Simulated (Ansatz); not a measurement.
# Sb (P6_3/mmc) in Ansatz: convergence with k mesh

Aim: find how far k mesh must go before the results for Sb settle, at r2SCAN. This setting moves, with any that are tied to it; all else stays.

All numbers are computed with Ansatz 0.2.0; they aren't measurements. Logs are shortened: lines on timing, memory, paths and dates and some standing lists are left out, and cuts for length are marked.

### Step 1. The crystal as given

It takes space group P6_3/mmc (No. 194, hexagonal). The conventional cell has a = 3.355 Å, b = 3.355 Å, c = 5.470 Å, α = 90.00°, β = 90.00°, γ = 120.00°. Sb (site symmetry -6m2) has 12 Sb at 3.35 Å as nearest neighbours.

This isn't the form of Sb at room conditions, which is rhombohedral.

### Step 2. With k mesh 3 × 3 × 2

input.yaml reads:

```yaml
crystal:
  lattice:
    - [3.3545324186, 0.0, 0.0]
    - [-1.6772662093, 2.9051102923, 0.0]
    - [0.0, 0.0, 5.47016065]
  atoms:
    - { symbol: Sb, position: [0.6666666667, 0.3333333333, 0.75] }
    - { symbol: Sb, position: [0.3333333333, 0.6666666667, 0.25] }
hamiltonian:
  xc: r2scan
  pseudopotentials: { kind: paw, level: accurate }
kpoints:
  mp_grid: { grid: [3, 3, 2] }
scf:
  occupations: { method: fermi_dirac, width: 0.05 }
output:
  forces: true
  stress: true
  eigenvalues: true
```

Potentials or basis: Ansatz PAW earlier set.

Run with:

```
$ ansatz run input.yaml --threads 2 --pin off --max-ram 5632MiB --backend cpu --events-out ev --progress --plain --runs-dir out
```

Run time: 1.2 s. Hardware: 2 threads of Arm Neoverse V2, shared host; peak memory 0.36 GiB.

Results:

| Item | Value |
| --- | --- |
| Free energy | -12997.3627 eV |
| Pressure | 1.9 GPa |
| Band gap on the k mesh | none (metal or under the smearing width) |

### Step 3. With k mesh 4 × 4 × 2

input.yaml, as its differences from that of step 2:

```diff
@@ -12,3 +12,3 @@
 kpoints:
-  mp_grid: { grid: [3, 3, 2] }
+  mp_grid: { grid: [4, 4, 2] }
 scf:
```

Potentials or basis: Ansatz PAW earlier set.

Run with:

```
$ ansatz run input.yaml --threads 2 --pin off --max-ram 5632MiB --backend cpu --events-out ev --progress --plain --runs-dir out
```

Run time: 1.2 s. Hardware: 2 threads of Arm Neoverse V2, shared host; peak memory 0.37 GiB.

Results:

- Free energy: -12996.8595 eV
- Pressure: 1.1 GPa
- Band gap on the k mesh: none (metal or under the smearing width)

### Step 4. With k mesh 4 × 4 × 3

input.yaml, as its differences from that of step 3:

```diff
@@ -12,3 +12,3 @@
 kpoints:
-  mp_grid: { grid: [4, 4, 2] }
+  mp_grid: { grid: [4, 4, 3] }
 scf:
```

Run with:

```
$ ansatz run input.yaml --threads 2 --pin off --max-ram 5632MiB --backend cpu --events-out ev --progress --plain --runs-dir out
```

It took 1.2 s on 2 threads of Arm Neoverse V2, shared host; peak memory 0.37 GiB.

Results:

```
Free energy            : -12996.8253 eV
Pressure               : 0.9 GPa
Band gap on the k mesh : none (metal or under the smearing width)
```

### Step 5. With k mesh 5 × 5 × 3

input.yaml, as its differences from that of step 4:

```diff
@@ -12,3 +12,3 @@
 kpoints:
-  mp_grid: { grid: [4, 4, 3] }
+  mp_grid: { grid: [5, 5, 3] }
 scf:
```

Run with:

```
$ ansatz run input.yaml --threads 2 --pin off --max-ram 5632MiB --backend cpu --events-out ev --progress --plain --runs-dir out
```

Wall time 1.2 s (2 threads of Arm Neoverse V2, shared host); peak memory 0.38 GiB.

What came out:

- Free energy: -12996.7856 eV
- Pressure: -0.2 GPa
- Band gap on the k mesh: none (metal or under the smearing width)

### Step 6. With k mesh 7 × 7 × 4

input.yaml, as its differences from that of step 5:

```diff
@@ -12,3 +12,3 @@
 kpoints:
-  mp_grid: { grid: [5, 5, 3] }
+  mp_grid: { grid: [7, 7, 4] }
 scf:
```

Potentials or basis: Ansatz PAW earlier set.

Run with:

```
$ ansatz run input.yaml --threads 2 --pin off --max-ram 5632MiB --backend cpu --events-out ev --progress --plain --runs-dir out
```

It took 1.8 s on 2 threads of Arm Neoverse V2, shared host; peak memory 0.41 GiB.

It converged, with:

- Free energy: -12996.7308 eV
- Pressure: 1.1 GPa
- Band gap on the k mesh: none (metal or under the smearing width)

### Step 7. With k mesh 8 × 8 × 5

input.yaml, as its differences from that of step 6:

```diff
@@ -12,3 +12,3 @@
 kpoints:
-  mp_grid: { grid: [7, 7, 4] }
+  mp_grid: { grid: [8, 8, 5] }
 scf:
```

Run with:

```
$ ansatz run input.yaml --threads 2 --pin off --max-ram 5632MiB --backend cpu --events-out ev --progress --plain --runs-dir out
```

Wall time 2 s (2 threads of Arm Neoverse V2, shared host); peak memory 0.42 GiB.

Results (log left out):

```yaml
Free_energy: -12996.7208 eV
Pressure: 0.6 GPa
Band_gap_on_the_k_mesh: none (metal or under the smearing width)
```

### Step 8. With k mesh 10 × 10 × 6

input.yaml, as its differences from that of step 7:

```diff
@@ -12,3 +12,3 @@
 kpoints:
-  mp_grid: { grid: [8, 8, 5] }
+  mp_grid: { grid: [10, 10, 6] }
 scf:
```

Run with:

```
$ ansatz run input.yaml --threads 2 --pin off --max-ram 5632MiB --backend cpu --events-out ev --progress --plain --runs-dir out
```

Wall time 3 s (2 threads of Arm Neoverse V2, shared host); peak memory 0.44 GiB.

Results (log left out):

- Free energy: -12996.7406 eV
- Pressure: 1.2 GPa
- Band gap on the k mesh: none (metal or under the smearing width)

### Step 9. With k mesh 13 × 13 × 7

input.yaml, as its differences from that of step 8:

```diff
@@ -12,3 +12,3 @@
 kpoints:
-  mp_grid: { grid: [10, 10, 6] }
+  mp_grid: { grid: [13, 13, 7] }
 scf:
```

Potentials or basis: Ansatz PAW earlier set.

Run with:

```
$ ansatz run input.yaml --threads 2 --pin off --max-ram 5632MiB --backend cpu --events-out ev --progress --plain --runs-dir out
```

Run time: 4.5 s. Hardware: 2 threads of Arm Neoverse V2, shared host; peak memory 0.46 GiB.

The run converged. Its results:

```
Free energy            : -12996.7241 eV
Pressure               : 0.9 GPa
Band gap on the k mesh : none (metal or under the smearing width)
```

### Step 10. With k mesh 15 × 15 × 8

input.yaml, as its differences from that of step 9:

```diff
@@ -12,3 +12,3 @@
 kpoints:
-  mp_grid: { grid: [13, 13, 7] }
+  mp_grid: { grid: [15, 15, 8] }
 scf:
```

Potentials or basis: Ansatz PAW earlier set.

Run with:

```
$ ansatz run input.yaml --threads 2 --pin off --max-ram 5632MiB --backend cpu --events-out ev --progress --plain --runs-dir out
```

The log of the run:

```text
Warning: RAYON_NUM_THREADS=2 ignored (pool sized by the plan → 2); use --threads N
Engine: ansatz 0.2.0, aarch64-unknown-linux-gnu
Pseudopotentials: kind: paw, level: accurate
Pseudopotential: Sb, paw, valence charge 15, recommended cutoff 430 eV (normal), Sb.paw.azcp#accurate
Functional definition: r2SCAN
  parameter k0 = 0.174
  parameter k1 = 0.065
  parameter a1 = 4.9479
  exchange = r2scan_x(k0 = k0, k1 = k1, a1 = a1)
  correlation = r2scan_c
Crystal: 2 atoms, lattice volume = 53.308 Å³
Basis set: ecut = 430 eV, 1099 PW (Γ), exchange–correlation on 96×96×160 points (64 copies of the dense FFT grid, shifted against one another)
Bands: 19, of which v1, the nominal top of the filled ones, is band 15 counted from 1 (14 counted from 0)
Symmetry: 24 space group operations
Space group: P63/mmc (ITA 194), of the structure as read, at distance tolerance 3.8e-5 Å
k-points: 135 of 1800
Non-local potential: Sb, projectors of the file, l = 0: 3, l = 1: 3, l = 2: 3, l = 3: 2, l = 4: 1
PAW form: soft (Blöchl's): semilocal exchange-correlation on the pseudo side does not see the compensation charge
PAW frozen core: Sb, regenerated for the run's functional (the file was generated under x = pbe(κ = 0.804, μ = 0.2195149727645171), c = pbe(β = 0.06672455060314922))
PAW one-centre angular grid: Sb, 590 points (default); XC on 160 Gauss nodes
Initial density: superposition of atomic densities (chi_scale 0.1, normalization cell)
Initial wavefunctions: pseudopotential atomic-orbital guess
Functional: x = r2scan, c = r2scan; τ floored in thin density (d = 2e-4 eV/Å³)
iter 1 solved again at ethr=1.71e-4 eV; its pass at ethr=3.10e-3 eV (dr2=5.12e-2 eV) is discarded
SCF iter   1: F=—  HF=-12996.725911 eV  |F-HF|=—  |Δ(HF+E_count)|=         —  Δρ=9.52e-3  dr2=5.21e-2  dr2_τ=3.46e-4  ethr=1.71e-4  ⟨swp⟩=1.0  Hψ=14008  notcnv=0
preconditioner: auto → Kerker (q_TF=auto, 2.479 Å⁻¹)  [metal: Δε(μ)=0.036 eV  Ē_g=9.018 eV  σ=0.050 eV  W_gap=0.18  n_scr=22 (ndim 8)  ℏωp=16.1 eV  f_vac=0.000  D(μ)=1.31/eV (n_scr^D=2)]
SCF iter   2: F=—  HF=-12996.737619 eV  |F-HF|=—  |Δ(HF+E_count)|=   1.17e-2  Δρ=6.52e-3  dr2=2.42e-2  dr2_τ=2.37e-4  ethr=1.71e-4  ⟨swp⟩=2.0  Hψ=3581  notcnv=0
SCF iter   3: F=—  HF=-12996.742120 eV  |F-HF|=—  |Δ(HF+E_count)|=   4.50e-3  Δρ=1.05e-3  dr2=5.34e-4  dr2_τ=4.54e-6  ethr=8.08e-5  ⟨swp⟩=3.0  Hψ=5131  notcnv=0
SCF iter   4: F=—  HF=-12996.742877 eV  |F-HF|=—  |Δ(HF+E_count)|=   7.57e-4  Δρ=4.04e-4  dr2=5.63e-5  dr2_τ=1.16e-6  ethr=1.78e-6  ⟨swp⟩=2.0  Hψ=4357  notcnv=0
SCF iter   5: F=—  HF=-12996.743075 eV  |F-HF|=—  |Δ(HF+E_count)|=   1.98e-4  Δρ=1.08e-4  dr2=5.58e-6  dr2_τ=3.78e-8  ethr=1.88e-7  ⟨swp⟩=2.0  Hψ=3258  notcnv=0
SCF iter   6: F=—  HF=-12996.743090 eV  |F-HF|=—  |Δ(HF+E_count)|=   1.48e-5  Δρ=2.92e-5  dr2=4.59e-7  dr2_τ=3.40e-9  ethr=1.86e-8  ⟨swp⟩=2.0  Hψ=3254  notcnv=0
SCF iter   7: F=-12996.743091 eV  HF=-12996.743091 eV  |F-HF|=7.05e-8  |Δ(HF+E_count)|=   1.03e-6  Δρ=9.26e-6  dr2=4.77e-8  dr2_τ=3.75e-10  ethr=3.33e-10  ⟨swp⟩=5.6  Hψ=10634  notcnv=0
SCF 1 converged in 7 iterations: F = -12996.743091 eV  dr2 = 4.77e-8
SCF converged after 7 iterations
Free energy (F): -12996.743091 eV
Harris-Foulkes:  -12996.743091 eV  (|F-HF|=7.05e-8)
Internal energy: -12996.732516 eV  (E = F + TS)
E sigma→0 (E₀):  -12996.737804 eV
Entropy (-TS):   -0.010575 eV (-5.287 meV/atom)
Fermi energy:    11.736170 eV
--- Per-component energies (eV) ---
  E_band       = -308.282556
  E_kinetic    = 459.223212
  E_local      = -3260.550656  (includes V_loc(G=0)·N_el)
  E_nonlocal   = 1088.805280
  E_hartree    = 1336.386716
  E_xc         = -720.466931
  E_vxc        = -234.885284  (∫ρ·V_xc dr)
  E_paw        = -8768.576410  (= ΣΔE_a, less E_core_relax)
  E_vpaw       = -1048.288201  (= ΣTr[D̂ρ^β], less what the cores' own moments, if any, meet on the grid)
  E_core_relax = -0.000724  (the energy of the cores' relaxation)
  E_aug_tail   = 0.000003  (compensation charges beyond the density's cutoff)
  E_vtau       = 14.640595  (kinetic-family band-sum trace: ∫τ·v_τ [+ j·A + Jᵃ·Aᵃ] dr)
  E_ewald      = -3132.574569
  E_core_change = 1.021564  (= ΣΔE_core)
  E_smearing   = -0.010575  (= −TS)
  E_closure    = -0.000000  (closes the sum)
  Σ components = -12996.743091   (vs F -12996.743091, Δ=0.00e0)
--- Forces (eV/Å), atoms counted from 1 ---
  atom   1  Sb    -0.00000000     0.00000000     0.00000000
  atom   2  Sb     0.00000000    -0.00000000     0.00000000
  max |Σ_I F_I| component: 4.63e-18 eV/Å
--- Stress (GPa, compression-positive) ---
        0.754956      -0.000000       0.000000
       -0.000000       0.754956       0.000000
        0.000000       0.000000       1.784105
  P = ⅓ Tr σ = 1.0980 GPa (10.980 kbar)
--- Band table (eV; the first three rows and the last of 135) ---
  k-point 0: bands = ["-18.5049", "-18.4952", "-18.4928", "-18.4928", "-18.4879", "-18.4879", "-18.4771", "-18.4771", "-18.4196", "-18.4196", "-1.9562", "2.1559", "5.4876", "15.4839", "15.4839", "17.2689", "17.2689", "17.5274", "20.1853"]
  k-point 1: bands = ["-18.5045", "-18.4955", "-18.4954", "-18.4954", "-18.4890", "-18.4890", "-18.4721", "-18.4721", "-18.4210", "-18.4210", "-1.8731", "1.7313", "6.0794", "15.5472", "15.5472", "16.6671", "17.2057", "17.2057", "20.2457"]
  k-point 2: bands = ["-18.5032", "-18.4986", "-18.4986", "-18.4964", "-18.4918", "-18.4918", "-18.4621", "-18.4621", "-18.4250", "-18.4250", "-1.6242", "0.9068", "7.4029", "14.8732", "15.7308", "15.7308", "17.0164", "17.0164", "20.4272"]
  k-point 134: bands = ["-18.5064", "-18.5064", "-18.4730", "-18.4730", "-18.4492", "-18.4492", "-18.4487", "-18.4487", "-18.4167", "-18.4167", "3.5978", "3.5978", "7.1027", "7.1027", "8.2473", "8.2473", "14.9055", "14.9055", "19.8200"]
```

Run time: 6.3 s. Hardware: 2 threads of Arm Neoverse V2, shared host; peak memory 0.49 GiB.

What came out:

```yaml
Free_energy: -12996.7431 eV
Pressure: 1.1 GPa
Band_gap_on_the_k_mesh: none (metal or under the smearing width)
```

### Step 11. Summary

```tsv
k mesh	energy less the tightest run, at zero smearing (meV/atom)	pressure (GPa)	SCF cycles	CPU time (s)	peak memory (GiB)
3 × 3 × 2	-308.23	1.88	6	1.9	0.36
4 × 4 × 2	-56.87	1.05	7	1.9	0.37
4 × 4 × 3	-40.65	0.94	7	2	0.37
5 × 5 × 3	-20.88	-0.24	6	2	0.38
7 × 7 × 4	6.28	1.14	7	3.1	0.41
8 × 8 × 5	12.17	0.61	7	3.5	0.42
10 × 10 × 6	1.48	1.18	7	5.5	0.44
13 × 13 × 7	9.97	0.92	7	8.4	0.46
15 × 15 × 8	0.00	1.10	7	12	0.49
```

Not settled before the last step: the energy (to 1 meV/atom), the pressure (to 0.1 GPa). Meshes of other sizes hit other points, so gaps and Fermi surfaces needn't settle smoothly. The tightest run that finished is the yardstick and may itself not be fully converged.

Caveats: the PAW data sets come from PBE, with cores solved anew for the run's functional, which leaves a small shift of forces and pressure.
